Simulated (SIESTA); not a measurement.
**Al under changes of volume**

One of the cells (16.603 Å³/atom); the others are scaled copies at fixed shape and fractional positions:

```
CELL_PARAMETERS angstrom
0.00000 2.02481 2.02481
2.02481 0.00000 2.02481
2.02481 2.02481 0.00000
ATOMIC_POSITIONS crystal
Al 0.00000 0.00000 0.00000
```

* Program: SIESTA 5.4.2
* Functional: LDA
* Potentials or basis: PseudoDojo 0.4 standard (LDA files)
* Basis: DZP (energy shift 0.003 Ry)
* Grid cutoff: 500 Ry
* Energy shift: 0.003 Ry
* k mesh: 11 × 11 × 11
* Occupations: fermi-dirac, width 0.05 eV
* Spin: no spin polarisation

| volume (Å³/atom) | energy over the lowest point (meV/atom) | pressure (GPa) |
| --- | --- | --- |
| 15.607 | 0.89 | 1.4 |
| 15.939 | 0.00 | -0.5 |
| 16.271 | ? | ? |
| 16.603 | 9.07 | -3.7 |
| 16.935 | 18.18 | -5.0 |
| 17.267 | 29.89 | -6.2 |
| 17.599 | 43.83 | -7.2 |

Problem. What does the run at 16.271 Å³/atom give?

Solution. Energy over the lowest point 2.88 meV/atom; pressure -2.2 GPa.

Worked out: A Birch-Murnaghan fit of order 3 (a polynomial in V^(-2/3)) to the other rows has its minimum at 15.85 Å³/atom with B0 = V·E''(V) = 90 GPa and B' = 5.1. It gives 2.87 meV/atom at 16.271 Å³/atom, against the run's 2.88, and -dE/dV = -2.2 GPa, against -2.2.

Energies are extrapolated to zero smearing.

Caveats: the basis of atomic orbitals isn't converged, which shifts pressures, moduli and gaps.
